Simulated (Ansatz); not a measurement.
The structure below was relaxed with r2SCAN/PAW in Ansatz (a program for electronic structure), no SOC, at pressure 30 GPa.

```
CELL_PARAMETERS angstrom
      0.00000     2.76297     2.76297
      2.76297     0.00000     2.76297
      2.76297     2.76297     0.00000
ATOMIC_POSITIONS crystal
  Te 0.25000 0.25000 0.25000
  Zn 0.00000 0.00000 0.00000
```

Problem. Find the space group and the Wyckoff positions.

Solution. Space group F-43m (No. 216); a = 5.526 Å, b = 5.526 Å, c = 5.526 Å, α = 90.00°, β = 90.00°, γ = 90.00°

| atom | site | symmetry | x | y | z |
|---|---|---|---|---|---|
| Te | 4d | -43m | 0.7500 | 0.7500 | 0.7500 |
| Zn | 4a | -43m | 0.0000 | 0.0000 | 0.0000 |

Load acts through the strain it causes; cell and atoms are relaxed under it. Stability against distortions was not tested. Measured, ZnTe leaves this structure (for cinnabar) near 9.5 GPa (temperature not stated; as listed in Datta, Sujoy, Jana, Debnarayan, arXiv (2020)), on rising pressure, with hysteresis. The cell was made from ZnTe in the zinc blende structure (space group F-43m, No. 216) by this change: pressure 30 GPa.
